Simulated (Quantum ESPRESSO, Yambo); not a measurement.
# MgO (Fm-3m): a self-consistent loop beyond G0W0, cycle by cycle, part 2 of 2

Wanted: G0W0 and self-consistent gaps of MgO (Fm-3m), with the cost of the cycles.

Quantum ESPRESSO 7.5 and Yambo 5.3.0; PBE and many-body steps on it, plane waves. Known limits of the many-body steps: not at the basis limit; coarse k mesh.

So far. Step 4 (G0W0): The gap on the mesh goes from 4.89 eV to 7.16 eV, a correction of +2.27 eV. Step 5 (evGW0, cycle 1): Against G0W0 in Yambo (4×4×4 mesh, 84 bands, screening to 210.9 eV, Godby-Needs plasmon pole), the gap moves by +0.253 eV.

### 6. evGW0, cycle 2

Level of this step: evGW0 on PBE, plane waves, norm-conserving pseudopotentials (Yambo).

The corrected levels of the last cycle go back in.

gw3.in

```
HF_and_locXC
gw0
dyson
ppa
em1d
rim_cut
RandQpts= 1000000
RandGvec= 1 RL
EXXRLvcs= 76 Ry
VXCRLvcs= 304 Ry
Chimod= "HARTREE"
% BndsRnXp
 1 | 84 |
%
NGsBlkXp= 15.5 Ry
% LongDrXp
 1 | 1 | 1 |
%
% GbndRnge
 1 | 84 |
%
DysSolver= "n"
ExtendOut
PPAPntXp= 27.21138 eV
% QPkrange
 1 | 8 | 6 | 12 |
%
GfnQPdb= "E < ./gw2_fix/ndb.QP"
```

On the command line:

```
OMP_NUM_THREADS=1 mpirun -n 4 yambo -F gw3.in -J gw3,gw1_W -C gw3 > gw3.log
```

What it wrote:

```text
 Yambo, version 5.3.0

 [02] CORE Variables Setup
 =========================

  [... cell, symmetries and grids as in the set-up ...]

  [02.05] Energies & Occupations
  ==============================

  [X] === General ===
  [X] Electronic Temperature                        :  0.000000  0.000000 [eV K]
  [X] Bosonic    Temperature                        :  0.000000  0.000000 [eV K]
  [X] Finite Temperature mode                       : no
  [X] El. density                                   :  0.86755E+24 [cm-3]
[...]
Sx RL components                                 :  1459

   QP @ state[ 1 ] K range                          :   1   8
   QP @ state[ 1 ] b range                          :   6  12
   GF energies kind                                 : Perdew, Burke & Ernzerhof(X)+Perdew, Burke & Ernzerhof(C)+ E < ./gw1/ndb.QP + @E Fit+ E < ./gw2_fix/
   GF WF`s kind                                     : Perdew, Burke & Ernzerhof(X)+Perdew, Burke & Ernzerhof(C)
   Xs energies kind                                 : Perdew, Burke & Ernzerhof(X)+Perdew, Burke & Ernzerhof(C)
   Xs WF`s kind                                     : Perdew, Burke & Ernzerhof(X)+Perdew, Burke & Ernzerhof(C)

 [13] Game Over & Game summary
```

Run time: 87 s. Hardware: 4 MPI ranks of Arm Neoverse V1, shared host; peak memory 1.2 GiB; 5.8 min of CPU time.

Numbers from this step:

- quasiparticle gap on the mesh: 7.442 eV
- gap of the density functional on the mesh: 4.895 eV
- k of the valence top: 0, 0, 0
- k of the conduction bottom: 0, 0, 0
- least direct quasiparticle gap on the computed points: 7.442 eV

Against the cycle before, the gap moves by +0.027 eV.

The program's own table gives 7.772 eV, which is too large where the input levels are shifted: this version takes Σc at the unshifted level E₀, yet steps from the shifted one. The value above is the Newton step from E₀, E₀ + Z(Σc + Σx − Vxc), rebuilt from the printed columns.

### 7. evGW0, cycle 3

gw4.in, as its differences from gw3.in of step 6:

```diff
@@ -27,2 +27,2 @@
 %
-GfnQPdb= "E < ./gw2_fix/ndb.QP"
+GfnQPdb= "E < ./gw3_fix/ndb.QP"
```

On the command line:

```
OMP_NUM_THREADS=1 mpirun -n 4 yambo -F gw4.in -J gw4,gw1_W -C gw4 > gw4.log
```

What it wrote:

```text
 Yambo, version 5.3.0

 [02] CORE Variables Setup
 =========================

  [... cell, symmetries and grids as in the set-up ...]

  [02.05] Energies & Occupations
  ==============================

  [X] === General ===
  [X] Electronic Temperature                        :  0.000000  0.000000 [eV K]
  [X] Bosonic    Temperature                        :  0.000000  0.000000 [eV K]
  [X] Finite Temperature mode                       : no
  [X] El. density                                   :  0.86755E+24 [cm-3]
[...]
Sx RL components                                 :  1459

   QP @ state[ 1 ] K range                          :   1   8
   QP @ state[ 1 ] b range                          :   6  12
   GF energies kind                                 : Perdew, Burke & Ernzerhof(X)+Perdew, Burke & Ernzerhof(C)+ E < ./gw1/ndb.QP + @E Fit+ E < ./gw2_fix/
   GF WF`s kind                                     : Perdew, Burke & Ernzerhof(X)+Perdew, Burke & Ernzerhof(C)
   Xs energies kind                                 : Perdew, Burke & Ernzerhof(X)+Perdew, Burke & Ernzerhof(C)
   Xs WF`s kind                                     : Perdew, Burke & Ernzerhof(X)+Perdew, Burke & Ernzerhof(C)

 [13] Game Over & Game summary
```

Run time: 87 s. Hardware: 4 MPI ranks; peak memory 1.2 GiB.

Numbers from this step:

| Property | Result |
| --- | --- |
| quasiparticle gap on the mesh | 7.445 eV |
| gap of the density functional on the mesh | 4.895 eV |
| k of the valence top | 0, 0, 0 |
| k of the conduction bottom | 0, 0, 0 |
| least direct quasiparticle gap on the computed points | 7.445 eV |

Against the cycle before, the gap moves by +0.003 eV.

The program's own table gives 7.778 eV, which is too large where the input levels are shifted: this version takes Σc at the unshifted level E₀, yet steps from the shifted one. The value above is the Newton step from E₀, E₀ + Z(Σc + Σx − Vxc), rebuilt from the printed columns.

### 8. evGW, cycle 1

This step: evGW on PBE, plane waves, norm-conserving pseudopotentials.

gw5.in, as its differences from gw4.in of step 7:

```diff
@@ -27,2 +27,3 @@
 %
-GfnQPdb= "E < ./gw3_fix/ndb.QP"
+GfnQPdb= "E < ./gw1/ndb.QP"
+XfnQPdb= "E < ./gw1/ndb.QP"
```

On the command line:

```
OMP_NUM_THREADS=1 mpirun -n 4 yambo -F gw5.in -J gw5 -C gw5 > gw5.log
```

What it wrote:

```text
 Yambo, version 5.3.0

 [02] CORE Variables Setup
 =========================

  [... cell, symmetries and grids as in the set-up ...]

  [02.05] Energies & Occupations
  ==============================

  [X] === General ===
  [X] Electronic Temperature                        :  0.000000  0.000000 [eV K]
  [X] Bosonic    Temperature                        :  0.000000  0.000000 [eV K]
  [X] Finite Temperature mode                       : no
  [X] El. density                                   :  0.86755E+24 [cm-3]
[...]
Sx RL components                                 :  1459

   QP @ state[ 1 ] K range                          :   1   8
   QP @ state[ 1 ] b range                          :   6  12
   GF energies kind                                 : Perdew, Burke & Ernzerhof(X)+Perdew, Burke & Ernzerhof(C)+ E < ./gw1/ndb.QP + @E Fit
   GF WF`s kind                                     : Perdew, Burke & Ernzerhof(X)+Perdew, Burke & Ernzerhof(C)
   Xs energies kind                                 : Perdew, Burke & Ernzerhof(X)+Perdew, Burke & Ernzerhof(C)
   Xs WF`s kind                                     : Perdew, Burke & Ernzerhof(X)+Perdew, Burke & Ernzerhof(C)

 [15] Game Over & Game summary
```

Run time: 99 s. Hardware: 4 MPI ranks; peak memory 1.2 GiB.

Numbers from this step:

| Property | Result |
| --- | --- |
| quasiparticle gap on the mesh | 7.900 eV |
| gap of the density functional on the mesh | 4.895 eV |
| k of the valence top | 0, 0, 0 |
| k of the conduction bottom | 0, 0, 0 |
| least direct quasiparticle gap on the computed points | 7.900 eV |

Against G0W0 in Yambo (4×4×4 mesh, 84 bands, screening to 210.9 eV, Godby-Needs plasmon pole), the gap moves by +0.738 eV.

The program's own table gives 8.165 eV, which is too large where the input levels are shifted: this version takes Σc at the unshifted level E₀, yet steps from the shifted one. The value above is the Newton step from E₀, E₀ + Z(Σc + Σx − Vxc), rebuilt from the printed columns.

### 9. evGW, cycle 2

gw6.in, as its differences from gw5.in of step 8:

```diff
@@ -27,3 +27,3 @@
 %
-GfnQPdb= "E < ./gw1/ndb.QP"
-XfnQPdb= "E < ./gw1/ndb.QP"
+GfnQPdb= "E < ./gw5_fix/ndb.QP"
+XfnQPdb= "E < ./gw5_fix/ndb.QP"
```

On the command line:

```
OMP_NUM_THREADS=1 mpirun -n 4 yambo -F gw6.in -J gw6 -C gw6 > gw6.log
```

What it wrote:

```text
 Yambo, version 5.3.0

 [02] CORE Variables Setup
 =========================

  [... cell, symmetries and grids as in the set-up ...]

  [02.05] Energies & Occupations
  ==============================

  [X] === General ===
  [X] Electronic Temperature                        :  0.000000  0.000000 [eV K]
  [X] Bosonic    Temperature                        :  0.000000  0.000000 [eV K]
  [X] Finite Temperature mode                       : no
  [X] El. density                                   :  0.86755E+24 [cm-3]
[...]
Sx RL components                                 :  1459

   QP @ state[ 1 ] K range                          :   1   8
   QP @ state[ 1 ] b range                          :   6  12
   GF energies kind                                 : Perdew, Burke & Ernzerhof(X)+Perdew, Burke & Ernzerhof(C)+ E < ./gw1/ndb.QP + @E Fit+ E < ./gw5_fix/
   GF WF`s kind                                     : Perdew, Burke & Ernzerhof(X)+Perdew, Burke & Ernzerhof(C)
   Xs energies kind                                 : Perdew, Burke & Ernzerhof(X)+Perdew, Burke & Ernzerhof(C)
   Xs WF`s kind                                     : Perdew, Burke & Ernzerhof(X)+Perdew, Burke & Ernzerhof(C)

 [15] Game Over & Game summary
```

Run time: 99 s. Hardware: 4 MPI ranks; peak memory 1.2 GiB.

This step gave:

```
quasiparticle gap on the mesh                         : 8.106 eV
gap of the density functional on the mesh             : 4.895 eV
k of the valence top                                  : 0, 0, 0
k of the conduction bottom                            : 0, 0, 0
least direct quasiparticle gap on the computed points : 8.106 eV
```

Against the cycle before, the gap moves by +0.206 eV.

The program's own table gives 8.433 eV, which is too large where the input levels are shifted: this version takes Σc at the unshifted level E₀, yet steps from the shifted one. The value above is the Newton step from E₀, E₀ + Z(Σc + Σx − Vxc), rebuilt from the printed columns.

### 10. evGW, cycle 3

gw7.in, as its differences from gw6.in of step 9:

```diff
@@ -27,3 +27,3 @@
 %
-GfnQPdb= "E < ./gw5_fix/ndb.QP"
-XfnQPdb= "E < ./gw5_fix/ndb.QP"
+GfnQPdb= "E < ./gw6_fix/ndb.QP"
+XfnQPdb= "E < ./gw6_fix/ndb.QP"
```

On the command line:

```
OMP_NUM_THREADS=1 mpirun -n 4 yambo -F gw7.in -J gw7 -C gw7 > gw7.log
```

What it wrote:

```text
 Yambo, version 5.3.0

 [02] CORE Variables Setup
 =========================

  [... cell, symmetries and grids as in the set-up ...]

  [02.05] Energies & Occupations
  ==============================

  [X] === General ===
  [X] Electronic Temperature                        :  0.000000  0.000000 [eV K]
  [X] Bosonic    Temperature                        :  0.000000  0.000000 [eV K]
  [X] Finite Temperature mode                       : no
  [X] El. density                                   :  0.86755E+24 [cm-3]
[...]
Sx RL components                                 :  1459

   QP @ state[ 1 ] K range                          :   1   8
   QP @ state[ 1 ] b range                          :   6  12
   GF energies kind                                 : Perdew, Burke & Ernzerhof(X)+Perdew, Burke & Ernzerhof(C)+ E < ./gw1/ndb.QP + @E Fit+ E < ./gw5_fix/
   GF WF`s kind                                     : Perdew, Burke & Ernzerhof(X)+Perdew, Burke & Ernzerhof(C)
   Xs energies kind                                 : Perdew, Burke & Ernzerhof(X)+Perdew, Burke & Ernzerhof(C)
   Xs WF`s kind                                     : Perdew, Burke & Ernzerhof(X)+Perdew, Burke & Ernzerhof(C)

 [15] Game Over & Game summary
```

It took 99 s on 4 MPI ranks; peak memory 1.2 GiB; 6.5 min of CPU time.

This step gave:

| Item | Value |
| --- | --- |
| quasiparticle gap on the mesh | 8.159 eV |
| gap of the density functional on the mesh | 4.895 eV |
| k of the valence top | 0, 0, 0 |
| k of the conduction bottom | 0, 0, 0 |
| least direct quasiparticle gap on the computed points | 8.159 eV |

Against the cycle before, the gap moves by +0.053 eV.

The program's own table gives 8.502 eV, which is too large where the input levels are shifted: this version takes Σc at the unshifted level E₀, yet steps from the shifted one. The value above is the Newton step from E₀, E₀ + Z(Σc + Σx − Vxc), rebuilt from the printed columns.

### 11. evGW, cycle 4

gw8.in, as its differences from gw7.in of step 10:

```diff
@@ -27,3 +27,3 @@
 %
-GfnQPdb= "E < ./gw6_fix/ndb.QP"
-XfnQPdb= "E < ./gw6_fix/ndb.QP"
+GfnQPdb= "E < ./gw7_fix/ndb.QP"
+XfnQPdb= "E < ./gw7_fix/ndb.QP"
```

On the command line:

```
OMP_NUM_THREADS=1 mpirun -n 4 yambo -F gw8.in -J gw8 -C gw8 > gw8.log
```

What it wrote:

```text
 Yambo, version 5.3.0

 [02] CORE Variables Setup
 =========================

  [... cell, symmetries and grids as in the set-up ...]

  [02.05] Energies & Occupations
  ==============================

  [X] === General ===
  [X] Electronic Temperature                        :  0.000000  0.000000 [eV K]
  [X] Bosonic    Temperature                        :  0.000000  0.000000 [eV K]
  [X] Finite Temperature mode                       : no
  [X] El. density                                   :  0.86755E+24 [cm-3]
[...]
Sx RL components                                 :  1459

   QP @ state[ 1 ] K range                          :   1   8
   QP @ state[ 1 ] b range                          :   6  12
   GF energies kind                                 : Perdew, Burke & Ernzerhof(X)+Perdew, Burke & Ernzerhof(C)+ E < ./gw1/ndb.QP + @E Fit+ E < ./gw5_fix/
   GF WF`s kind                                     : Perdew, Burke & Ernzerhof(X)+Perdew, Burke & Ernzerhof(C)
   Xs energies kind                                 : Perdew, Burke & Ernzerhof(X)+Perdew, Burke & Ernzerhof(C)
   Xs WF`s kind                                     : Perdew, Burke & Ernzerhof(X)+Perdew, Burke & Ernzerhof(C)

 [15] Game Over & Game summary
```

Wall time 99 s (4 MPI ranks); peak memory 1.2 GiB; 6.5 min of CPU time.

Numbers from this step:

| Quantity | Value |
| --- | --- |
| quasiparticle gap on the mesh | 8.173 eV |
| gap of the density functional on the mesh | 4.895 eV |
| k of the valence top | 0, 0, 0 |
| k of the conduction bottom | 0, 0, 0 |
| least direct quasiparticle gap on the computed points | 8.173 eV |

Against the cycle before, the gap moves by +0.014 eV.

The program's own table gives 8.520 eV, which is too large where the input levels are shifted: this version takes Σc at the unshifted level E₀, yet steps from the shifted one. The value above is the Newton step from E₀, E₀ + Z(Σc + Σx − Vxc), rebuilt from the printed columns.

### 12. evGW, cycle 5

gw9.in, as its differences from gw8.in of step 11:

```diff
@@ -27,3 +27,3 @@
 %
-GfnQPdb= "E < ./gw7_fix/ndb.QP"
-XfnQPdb= "E < ./gw7_fix/ndb.QP"
+GfnQPdb= "E < ./gw8_fix/ndb.QP"
+XfnQPdb= "E < ./gw8_fix/ndb.QP"
```

On the command line:

```
OMP_NUM_THREADS=1 mpirun -n 4 yambo -F gw9.in -J gw9 -C gw9 > gw9.log
```

What it wrote:

```text
 Yambo, version 5.3.0

 [02] CORE Variables Setup
 =========================

  [... cell, symmetries and grids as in the set-up ...]

  [02.05] Energies & Occupations
  ==============================

  [X] === General ===
  [X] Electronic Temperature                        :  0.000000  0.000000 [eV K]
  [X] Bosonic    Temperature                        :  0.000000  0.000000 [eV K]
  [X] Finite Temperature mode                       : no
  [X] El. density                                   :  0.86755E+24 [cm-3]
[...]
Sx RL components                                 :  1459

   QP @ state[ 1 ] K range                          :   1   8
   QP @ state[ 1 ] b range                          :   6  12
   GF energies kind                                 : Perdew, Burke & Ernzerhof(X)+Perdew, Burke & Ernzerhof(C)+ E < ./gw1/ndb.QP + @E Fit+ E < ./gw5_fix/
   GF WF`s kind                                     : Perdew, Burke & Ernzerhof(X)+Perdew, Burke & Ernzerhof(C)
   Xs energies kind                                 : Perdew, Burke & Ernzerhof(X)+Perdew, Burke & Ernzerhof(C)
   Xs WF`s kind                                     : Perdew, Burke & Ernzerhof(X)+Perdew, Burke & Ernzerhof(C)

 [15] Game Over & Game summary
```

Wall time 99 s (4 MPI ranks); peak memory 1.2 GiB.

This step gave:

```
quasiparticle gap on the mesh                         : 8.176 eV
gap of the density functional on the mesh             : 4.895 eV
k of the valence top                                  : 0, 0, 0
k of the conduction bottom                            : 0, 0, 0
least direct quasiparticle gap on the computed points : 8.176 eV
```

Against the cycle before, the gap moves by +0.003 eV.

The program's own table gives 8.524 eV, which is too large where the input levels are shifted: this version takes Σc at the unshifted level E₀, yet steps from the shifted one. The value above is the Newton step from E₀, E₀ + Z(Σc + Σx − Vxc), rebuilt from the printed columns.

### 13. Side by side

Times are wall times on 4 MPI ranks of Arm Neoverse V1, shared host, good to a factor of about two.

```csv
run,mesh,bands,screening cutoff (eV),DFT gap (eV),gap on the mesh (eV),direct (eV),time
G0W0,4×4×4,84,210.9,4.895,7.162,7.162,98 s
"evGW0, cycle 1",4×4×4,84,210.9,4.895,7.414,7.414,86 s
"evGW0, cycle 2",4×4×4,84,210.9,4.895,7.442,7.442,87 s
"evGW0, cycle 3",4×4×4,84,210.9,4.895,7.445,7.445,87 s
"evGW, cycle 1",4×4×4,84,210.9,4.895,7.900,7.900,99 s
"evGW, cycle 2",4×4×4,84,210.9,4.895,8.106,8.106,99 s
"evGW, cycle 3",4×4×4,84,210.9,4.895,8.159,8.159,99 s
"evGW, cycle 4",4×4×4,84,210.9,4.895,8.173,8.173,99 s
"evGW, cycle 5",4×4×4,84,210.9,4.895,8.176,8.176,99 s
```

### 14. What came out

```json
{
 "G0W0": "7.162 eV",
 "evGW0, cycle 1": "7.414 eV",
 "evGW0, cycle 2": "7.442 eV",
 "evGW0, cycle 3": "7.445 eV",
 "evGW, cycle 1": "7.900 eV",
 "evGW, cycle 2": "8.106 eV",
 "evGW, cycle 3": "8.159 eV",
 "evGW, cycle 4": "8.173 eV",
 "evGW, cycle 5": "8.176 eV",
 "known limits": "not at the basis limit; coarse k mesh"
}
```

evGW0 ends at 7.44 eV, +0.28 eV from G0W0, after 3 cycles that took 4.3 min beside the first screening; the last moved the gap by 0.003 eV. evGW ends at 8.18 eV, +1.01 eV from G0W0, after 5 cycles that took 8.2 min beside the first screening; the last moved the gap by 0.003 eV. Against experiment, by evGW, cycle 5: the gap of 8.18 eV lies +0.35 eV from the measured 7.83 eV (kind not stated, quoted 2009). These are gaps on the mesh, at modest bands and cutoff. The calculation has static nuclei and no excitons; a measured gap holds zero-point and thermal motion, which mostly lowers it. Bands and cutoff are finite, so the gap is not at the basis limit. The miss can reach some tenths of an eV and take either sign; the mesh is an error of its own. The 4×4×4 mesh is coarse for this cell, which bears on the long-range parts of exchange and screening.

[Paths, hosts, dates, memory and timing lines, banners, echoed tables and standing remarks are left out of the program output.]

[Logs are printed without paths, hosts, clocks, repeated set-up lines and the standing remarks that a program may print on its own settings, such as how far it seeks lower states.]

[Runs of the session that timed out or met a known fault of the program may be left out.]

[Hosts, paths, dates, database ids (printed as entryN), source tags and the programs' standing remarks are cut or masked in the printed files.]
